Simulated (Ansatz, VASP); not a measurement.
# GaN in two plane-wave programs, part 2 of 2

Wanted: the spread between two codes on one cell, functional and k mesh. The cell is taken from a series of VASP runs on this material, whose earlier steps may have relaxed, scaled or displaced it; both programs get it as it stands.

VASP 6.6.1 and Ansatz 0.2.0.

So far: The structure; VASP: relaxation of cell and atoms, r2SCAN.

## 3. Ansatz: relaxation of cell and atoms, r2SCAN

Level of this step: Ansatz beside VASP: Kohn-Sham DFT, plane waves, r2SCAN (Ansatz).

Ansatz runs on its default PAW (the set named soft_2) files.

The same cell, functional, mesh and smearing now go to Ansatz, which takes its cutoff from its data sets.

The input, input.yaml:

```yaml
crystal:
  lattice:
    - [3.1897496878, 0.0, 0.0]
    - [-1.5948748439, 2.7624042613, 0.0]
    - [0.0, 0.0, 5.1932278434]
  atoms:
    - { symbol: Ga, position: [0.3333333333, 0.6666666667, 0.0916301558] }
    - { symbol: Ga, position: [0.6666666667, 0.3333333333, 0.5916301558] }
    - { symbol: "N", position: [0.3333333333, 0.6666666667, 0.4683698442] }
    - { symbol: "N", position: [0.6666666667, 0.3333333333, 0.9683698442] }
hamiltonian:
  xc: r2scan
  pseudopotentials: { kind: paw }
kpoints:
  mp_grid: { grid: [8, 8, 4] }
scf:
  occupations: { method: gaussian, width: 0.03 }
relax:
  f_tol: 0.01
  max_steps: 60
  cell: { stress_tol: 0.05 }
output:
  forces: true
  stress: true
  write_density: true
  write_potential: true
  elf: true
  volumetric_format: npy
```

Command:

```bash
ansatz run input.yaml --threads 4 --pin off --max-ram 9216MiB --backend cpu --events-out ev --progress --plain --runs-dir out
```

Numbers of over 12 decimals in the logs are rounded to 6 here.

The log of the run:

```text
Engine: ansatz 0.2.0, x86_64-unknown-linux-gnu
Pseudopotentials: kind: paw
Pseudopotential: Ga, paw, valence charge 13, recommended cutoff 500 eV (meta_gga), Ga.paw.azcp
Pseudopotential: N, paw, valence charge 5, recommended cutoff 500 eV (meta_gga), N.paw.azcp
Functional definition: r2SCAN
  parameter k0 = 0.174
  parameter k1 = 0.065
  parameter a1 = 4.9479
  exchange = r2scan_x(k0 = k0, k1 = k1, a1 = a1)
  correlation = r2scan_c
Crystal: 4 atoms, lattice volume = 45.759 Å³
Basis set: ecut = 500 eV, 1141 PW (Γ), exchange–correlation on 96×96×160 points (64 copies of the dense FFT grid, shifted against one another)
Bands: 22, of which v1, the nominal top of the filled ones, is band 18 counted from 1 (17 counted from 0)
Symmetry: 12 space group operations
Space group: P63mc (ITA 186), of the structure as read, at distance tolerance 3.6e-5 Å
k-points: 30 of 256 (time reversal used)
Non-local potential: Ga, projectors of the file, l = 0: 2, l = 1: 2, l = 2: 3, l = 3: 1
Non-local potential: N, projectors of the file, l = 0: 2, l = 1: 2, l = 2: 1
PAW form: soft (Blöchl's): semilocal exchange-correlation on the pseudo side does not see the compensation charge
PAW frozen core: Ga, regenerated for the run's functional (the file was generated under x = pbe(κ = 0.804, μ = 0.219515), c = pbe(β = 0.066725))
PAW frozen core: N, regenerated for the run's functional (the file was generated under x = pbe(κ = 0.804, μ = 0.219515), c = pbe(β = 0.066725))
PAW one-centre angular grid: Ga, 590 points (default); XC on 160 Gauss nodes
PAW one-centre angular grid: N, 302 points (default); XC on 160 Gauss nodes
Initial density: superposition of atomic densities (neutral atoms: chi_scale 0, normalization atom), corrected by the library's trained network
Initial wavefunctions: pseudopotential atomic-orbital guess
Functional: x = r2scan, c = r2scan; τ floored in thin density (d = 2e-4 eV/Å³)
SCF iter   1: F=—  HF=-8352.711246 eV  |F-HF|=—  |Δ(HF+E_count)|=         —  Δρ=1.25e-2  dr2=2.67e-2  dr2_τ=1.88e-1  ethr=1.77e-3  ⟨swp⟩=5.6  Hψ=2717  notcnv=0
preconditioner: auto → Resta (q_TF=auto, 2.621 Å⁻¹)  ε∞=4.5  [insulator: Δε(μ)=2.270 eV  Ē_g=17.604 eV  σ=0.030 eV  W_gap=1.00  n_scr=22 (ndim 8)  ℏωp=32.9 eV  f_vac=0.009  D(μ)=0.00/eV (n_scr^D=0)  ε∞_Penn≈4.5]
SCF iter   2: F=—  HF=-8352.773446 eV  |F-HF|=—  |Δ(HF+E_count)|=   6.22e-2  Δρ=5.84e-3  dr2=9.46e-3  dr2_τ=3.15e-4  ethr=7.41e-5  ⟨swp⟩=2.9  Hψ=1626  notcnv=0
SCF iter   3: F=—  HF=-8352.772924 eV  |F-HF|=—  |Δ(HF+E_count)|=   5.22e-4  Δρ=3.68e-3  dr2=2.65e-3  dr2_τ=8.80e-5  ethr=2.63e-5  ⟨swp⟩=3.0  Hψ=1263  notcnv=0
SCF iter   4: F=—  HF=-8352.772942 eV  |F-HF|=—  |Δ(HF+E_count)|=   1.79e-5  Δρ=2.96e-4  dr2=2.12e-5  dr2_τ=8.19e-6  ethr=7.35e-6  ⟨swp⟩=2.8  Hψ=1229  notcnv=0
SCF iter   5: F=—  HF=-8352.772965 eV  |F-HF|=—  |Δ(HF+E_count)|=   2.34e-5  Δρ=1.29e-4  dr2=4.00e-6  dr2_τ=4.34e-7  ethr=5.88e-8  ⟨swp⟩=2.0  Hψ=1129  notcnv=0
SCF iter   6: F=—  HF=-8352.772970 eV  |F-HF|=—  |Δ(HF+E_count)|=   4.44e-6  Δρ=3.52e-5  dr2=5.98e-7  dr2_τ=2.75e-8  ethr=1.11e-8  ⟨swp⟩=2.7  Hψ=1200  notcnv=0
SCF iter   7: F=—  HF=-8352.772970 eV  |F-HF|=—  |Δ(HF+E_count)|=   6.87e-9  Δρ=1.76e-5  dr2=1.40e-7  dr2_τ=8.71e-9  ethr=2.78e-10  ⟨swp⟩=8.1  Hψ=4531  notcnv=0
SCF iter   8: F=-8352.772970 eV  HF=-8352.772970 eV  |F-HF|=1.61e-8  |Δ(HF+E_count)|=   2.28e-8  Δρ=7.84e-6  dr2=2.80e-8  dr2_τ=4.69e-10  ethr=2.78e-10  ⟨swp⟩=7.0  Hψ=3654  notcnv=0
SCF 1 converged in 8 iterations: F = -8352.772970 eV  dr2 = 2.80e-8
  greatest PAW one-centre occupation: 0.995 electrons in one spin orbital (limit 2), on the Ga atom at site 1 (counted from 0), in its partial waves of l = 2
relax step   1: F+E_penalty+E_count = -8352.77296970 eV  Δ(F+E_penalty+E_count) = +0.000e0 eV  max|allowed force component| = 5.418e-3 eV/Å  Δτ_max = 0.0000 Å  P = -1.176 GPa  Ω = 45.759 Å³  (8 SCF iters, dr2 threshold 1.00e-7 eV, accepted)
[...]
relax step   2: F+E_penalty+E_count = -8352.77394906 eV  Δ(F+E_penalty+E_count) = -9.794e-4 eV  max|allowed force component| = 3.562e-3 eV/Å  Δτ_max = 0.0000 Å  P = -0.450 GPa  Ω = 45.588 Å³  energy of the carried Pulay correction = +1.061e-4 eV  (5 SCF iters, dr2 threshold 4.00e-7 eV, accepted)
[...]
relax step   3: F+E_penalty+E_count = -8352.77416179 eV  Δ(F+E_penalty+E_count) = -2.127e-4 eV  max|allowed force component| = 1.226e-3 eV/Å  Δτ_max = 0.0000 Å  P = +0.006 GPa  Ω = 45.482 Å³  energy of the carried Pulay correction = +1.717e-4 eV  (5 SCF iters, dr2 threshold 4.00e-7 eV, accepted)
[...]
relax step   4: F+E_penalty+E_count = -8352.77402355 eV  Δ(F+E_penalty+E_count) = +1.382e-4 eV  max|allowed force component| = 1.216e-3 eV/Å  Δτ_max = 0.0000 Å  P = +0.005 GPa  Ω = 45.482 Å³  stress off target by 1.12e-2 GPa  SCF on the basis re-selected at this cell (its energy is not comparable with the rows above)  (6 SCF iters)
basis re-selected at this cell: Δ(F+E_penalty+E_count) = +1.382e-4 eV, ΔP = -0.001 GPa vs the last step (what re-selecting the basis moved, of the pressure what is left beyond the Pulay correction that the steps carried, after the strain that the cell walked since its last selection, with what the two solves' SCF thresholds leave and, on support functions, any second-order correction that the steps lacked; it is no m [...]
SCF converged after 6 iterations
Free energy (F): -8352.774024 eV
Harris-Foulkes:  -8352.774024 eV  (|F-HF|=3.64e-12)
Internal energy: -8352.774024 eV  (E = F + TS)
E sigma→0 (E₀):  -8352.774024 eV
Fermi energy:    10.663295 eV
--- Per-component energies (eV) ---
  E_band       = -29.625755
  E_kinetic    = 494.373951
  E_local      = -3903.961726  (includes V_loc(G=0)·N_el)
  E_nonlocal   = 952.981005
  E_hartree    = 1801.745157
  E_xc         = -243.549112
  E_vxc        = -287.265524  (∫ρ·V_xc dr)
  E_paw        = -4274.777311  (= ΣΔE_a)
  E_vpaw       = -904.925214  (= ΣTr[D̂ρ^β])
  E_aug_tail   = -0.000045  (compensation charges beyond the density's cutoff)
  E_vtau       = 15.681592  (kinetic-family band-sum trace: ∫τ·v_τ [+ j·A + Jᵃ·Aᵃ] dr)
  E_ewald      = -3178.220673
  E_core_change = -1.365269  (= ΣΔE_core)
  E_smearing   = -0.000000  (= −TS)
  E_closure    = -0.000000  (closes the sum)
  Σ components = -8352.774024   (vs F -8352.774024, Δ=0.00e0)
--- Forces (eV/Å), atoms counted from 1 ---
  atom   1  Ga    -0.00000000     0.00000000    -0.00121096
  atom   2  Ga    -0.00000000    -0.00000000    -0.00121096
  atom   3  N      0.00000000     0.00000000     0.00122096
  atom   4  N      0.00000000     0.00000000     0.00122096
  max |Σ_I F_I| component: 2.00e-5 eV/Å
--- Stress (GPa, compression-positive) ---
        0.001554       0.000000      -0.000000
        0.000000       0.001554       0.000000
       -0.000000       0.000000       0.011181
  P = ⅓ Tr σ = 0.0048 GPa (0.048 kbar)
--- Band table (eV; the first three rows and the last of 30) ---
  k-point 0: bands = [... 14 lower, 8.4199, 9.4514, 9.4876, 9.4876, 11.8387, 14.3222, 19.4589, 20.0872]
  k-point 1: bands = [... 14 lower, 8.5698, 8.5698, 9.3248, 9.3248, 13.0479, 14.4241, 19.0393, 19.7689]
  k-point 2: bands = [... 14 lower, 8.9408, 8.9408, 8.9408, 8.9408, 14.2684, 14.2684, 18.6840, 18.6840]
  k-point 29: bands = [... 14 lower, 5.4846, 5.4846, 7.9291, 7.9291, 16.1001, 16.1001, 17.8223, 17.8223]
--- Relaxed structure (3 steps of the walk, 3 accepted, 1 SCFs on fresh bases) ---
  F+E_penalty+E_count = -8352.77402355 eV   max|allowed force component| = 1.216e-3 eV/Å   (the final SCF, on the basis selected at the relaxed cell)
  cell:  # Å, volume = 45.4823 Å³
    - [3.183086, 0.0, 0.0]
    - [-1.591543, 2.756634, 0.0]
    - [0, 0.0, 5.183399]
  atoms:
    - { symbol: Ga, position: [0.333333, 0.666667, 0.091620] }
    - { symbol: Ga, position: [0.666667, 0.333333, 0.591620] }
    - { symbol: N, position: [0.333333, 0.666667, 0.468380] }
    - { symbol: N, position: [0.666667, 0.333333, 0.968380] }
```

Elapsed: 9.3 s, on 4 threads of AMD EPYC 9R45, shared host; peak memory 0.6 GiB.

## 4. Side by side

Known differences besides the potentials themselves: VASP keeps PBE cores, Ansatz makes them for the functional; both relaxations stop at a tolerance, which leaves soft axes loose, and VASP keeps its plane-wave basis; the cutoff is 500 eV in Ansatz and 520 eV in VASP; Ansatz adds a Pulay correction to the stress that steers its cell, VASP none. Total energies have different zeros and are not compared.

The two programs side by side:

```csv
quantity,Ansatz,VASP,difference
volume (Å³),45.48,45.76,-0.61 %
"edge a after relaxation, in the typed setting (Å)",3.183,3.190,-0.21 %
"edge c after relaxation, in the typed setting (Å)",5.183,5.193,-0.19 %
```

The walks stopped with 0.00 GPa left in Ansatz and 0.00 GPa in VASP; each walk ends within a tolerance, so the volume difference is uncertain by about these residues over the bulk modulus, most in soft cells.

## 5. Results

```
difference in volume (relaxation of cell and atoms, r2SCAN) : -0.61 %
```

What this shows: The difference in volume is -0.61 % (relaxation of cell and atoms, r2SCAN), within the 1.2 % picked in this series as the mark of a large difference, as far as the stopping tolerances let one tell. Such differences can come from data sets, numerical settings and the points named under the comparisons, not from the functional's error against experiment.

[Lines on the potential files, build, host, timing and source positions are cut from VASP's logs without a mark.]

[Logs are printed without paths, hosts, clocks, repeated set-up lines and the standing remarks that a program may print on its own settings, such as how far it seeks lower states.]

[Hosts, paths, dates, database ids (printed as entryN), source tags and the programs' standing remarks are cut or masked in the printed files.]
